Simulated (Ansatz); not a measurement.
How far is this GaAs from the hull?

All numbers below come from DFT PBE, scalar-relativistic, plane waves, PAW (Ansatz 0.2.0). All cells share a 420 eV cutoff and Γ-centred k meshes spaced at most about 0.3 Å⁻¹ (about 0.25 or finer for metals, 2π included). No spin polarisation.

Energies over the elements count from the elements' standard structures at the same level, with no fitted energy shifts.

These are static total energies at zero pressure. The reference form of As is held partly by dispersion forces, which this level lacks.

The competitors are the elements and 1 reference phase of this chemical system (from databases or known types: GaAs), relaxed at the same level; other known phases may be missing.

The candidate was reached from: random cell.

```yaml
crystal:
  lattice:
    - [3.81014, 0.00000, 0.00000]
    - [0.00000, 3.81014, 0.00000]
    - [0.00000, 0.00000, 2.73891]
  atoms:
    - { symbol: Ga, position: [0.50000, 0.50000, 0.50000] }
    - { symbol: As, position: [0.00000, 0.00000, 0.50000] }
```

Task: Where does it stand against these competitors?

Result: Not the lowest form: another structure of the same formula lies lower. Its formation energy is 0.048 eV/atom. The lowest competing phase at this composition is this:

| phase | space group | source | share of atoms | ΔE_f (eV/atom) |
| --- | --- | --- | --- | --- |
| GaAs | F-43m (No. 216) | COD | 1.0000 | -0.352 |

The candidate lies 0.40 eV/atom above this phase. The candidate matches no cell in the subsets of the Crystallography Open Database and the Materials Project at hand. The margin is far too high for a likely synthesis.
